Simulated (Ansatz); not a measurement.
The system is Fe.

```
Fe
1.0
    -1.44300    1.44300    1.44300
     1.44300   -1.44300    1.44300
     1.44300    1.44300   -1.44300
Fe
1
Direct
  0.00000 0.00000 0.00000
```

| Property | Result |
| --- | --- |
| Program | Ansatz 0.2.0 |
| Task | relaxation of cell and atoms |
| Functional | PBE |
| Potentials or basis | Ansatz PAW |
| Cutoff | 420 eV (not typed: the program's choice for these potentials) |
| k mesh | 13 × 13 × 13 |
| Occupations | fermi-dirac, width 0.05 eV |
| Spin | collinear spin, ferromagnetic start |
| Starting moments | [3.0] μB |

At the start: volume 12.02 Å³/atom.

Task: Where does the relaxation end?

Result: It ends after 6 steps and the volume is 11.31 Å³/atom (-5.9 %); space group Im-3m (No. 229, to 0.05 Å); moment 2.12 μB per cell.

The path:
```csv
step,energy change (eV),largest force (eV/Å),volume (Å³)
1,0.0000,0.0000,12.02
2,-0.0194,0.0000,11.60
3,-0.0236,0.0000,11.22
4,-0.0240,0.0000,11.30
5,-0.0240,0.0000,11.31
6,-0.0236,0.0000,11.31
```

Final structure:
```xyz
1
Lattice="-1.4140 1.4140 1.4140 1.4140 -1.4140 1.4140 1.4140 1.4140 -1.4140" Properties=species:S:1:pos:R:3 pbc="T T T"
Fe    0.0000    0.0000    0.0000
```

Caveat: the plane-wave basis is chosen anew once the cell has moved, so the energies of steps on either side of that aren't comparable.
